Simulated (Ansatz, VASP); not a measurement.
**CO: VASP beside Ansatz**

```
C O
1.0
    12.00000    0.00000    0.00000
     0.00000   12.50000    0.00000
     0.00000    0.00000   13.00000
C O
1 1
Cartesian
  5.4372 6.2500 6.5000
  6.5628 6.2500 6.5000
```

Alike in both runs: functional LDA; k mesh 1 × 1 × 1; occupations gaussian, width 0.01 eV; no spin polarisation.

Ansatz relaxed the structure, and its values are those at the end. VASP's run is a single point on that final structure, the one shown.

|  | VASP | Ansatz |
| --- | --- | --- |
| version | VASP 6.6.1 | Ansatz 0.2.0 |
| potentials or method | VASP PAW LDA potentials, release 64 (C, O) | scalar-relativistic, plane waves, PAW |
| plane-wave cutoff (eV) | 520 | 420 |
| valence electrons in the cell | 10 | 10 |

|  | VASP | Ansatz | Ansatz less VASP |
| --- | --- | --- | --- |
| rms of the force components (eV/Å) | 0.669 | 0.000 | -0.6692 |

One of these differences is far larger than is usual between the two programs; its cause wasn't traced.

Caveats: the standard files for N, O and F lose accuracy on very short bonds.
